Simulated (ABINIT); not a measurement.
Sn:

```
Sn
1.0
    -2.02919    2.02919    1.66076
     2.02919   -2.02919    1.66076
     2.02919    2.02919   -1.66076
Sn
1
Cartesian
  0.0000 0.0000 0.0000
```

This isn't the form of Sn at room conditions, which is tetragonal (white tin).

Base run:

```yaml
Program: ABINIT 10.8.3 (patched build)
Functional: revPBE
Potentials_or_basis: JTH PAW PBE v2.0
Cutoff: 707 eV
k_mesh: 10 × 10 × 10
Occupations: fermi-dirac, width 0.05 eV
Spin: no spin polarisation
```

Its results: band gap on the k mesh none (metal or under the smearing width); pressure 1.5 GPa.

Problem. After a change of settings the same cell gave: band gap on the k mesh none (metal or under the smearing width); pressure -3.6 GPa. Which change was it?
A. functional from revPBE to PBEsol
B. functional from revPBE to WC
C. functional from revPBE to LDA
D. functional from revPBE to AM05

Solution. C.

LDA binds more tightly than revPBE, so the same cell stands under less pressure.

Caveats: the PAW data sets were made with another functional, which shifts forces and pressure a little.

Runs at the PBE level aren't shown here.
